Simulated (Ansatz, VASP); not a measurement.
# BN in VASP and in Ansatz

The input INCAR:

```
  PREC = Accurate
  ENCUT = 520
  EDIFF = 1E-6
  ISMEAR = -1
  SIGMA = 0.08
  LREAL = F
  LASPH = T
  NELM = 60
  ALGO = Normal
  ISIF = 2
  LWAVE = F
  LCHARG = F
  GGA = PS
  NBANDS = 11
```

Contents of KPOINTS:

```
Automatic mesh
0
Gamma
  17 17 17
```

File POSCAR:

```
BN
1.0
    0.0000000000      1.7276177422      1.7276177422
    1.7276177422      0.0000000000      1.7276177422
    1.7276177422      1.7276177422      0.0000000000
B N
1 1
Direct
    0.0000000000      0.0000000000      0.0000000000
    0.2500000000      0.2500000000      0.2500000000
```

Input for Ansatz:

```yaml
crystal:
  lattice:
    - [0.0, 1.7276177422, 1.7276177422]
    - [1.7276177422, 0.0, 1.7276177422]
    - [1.7276177422, 1.7276177422, 0.0]
  atoms:
    - { symbol: B, position: [0.0, 0.0, 0.0] }
    - { symbol: "N", position: [0.25, 0.25, 0.25] }
kpoints:
  mp_grid: { grid: [17, 17, 17] }
scf:
  occupations: { method: fermi_dirac, width: 0.08 }
hamiltonian:
  xc: pbesol
  pseudopotentials: { kind: paw }
output:
  forces: true
  stress: true
  eigenvalues: true
  populations: true
  write_density: true
  write_potential: true
  elf: true
  volumetric_format: npy
```

Change from the starting cell: volume scaled by 0.88, PAW files.

Alike in both runs: task single point; functional PBEsol; k mesh 17 × 17 × 17; occupations fermi-dirac, width 0.08 eV; no spin polarisation.

```csv
,VASP,Ansatz
version,VASP 6.6.1,Ansatz 0.2.0
potentials or method,"VASP PAW PBE potentials, release 64 (B, N)","PAW with Ansatz's default frozen-core files, scalar-relativistic"
plane-wave cutoff (eV),520,420
valence electrons in the cell,8,8
```

|  | VASP | Ansatz | Ansatz less VASP |
| --- | --- | --- | --- |
| gap on the k mesh at the Fermi level (eV) | 4.46 | 4.48 | +0.016 |
| pressure (GPa) | 63.3 | 62.2 | -1.16 |

Caveats: the cell as given lies far from equilibrium; so large a pressure means that the cell lies far from this level's equilibrium, or that cutoff or potentials fall short (VASP); the potentials were made for another functional, which shifts forces and pressure (VASP); an odd mesh through Γ misses points on the zone boundary, where band edges often lie.
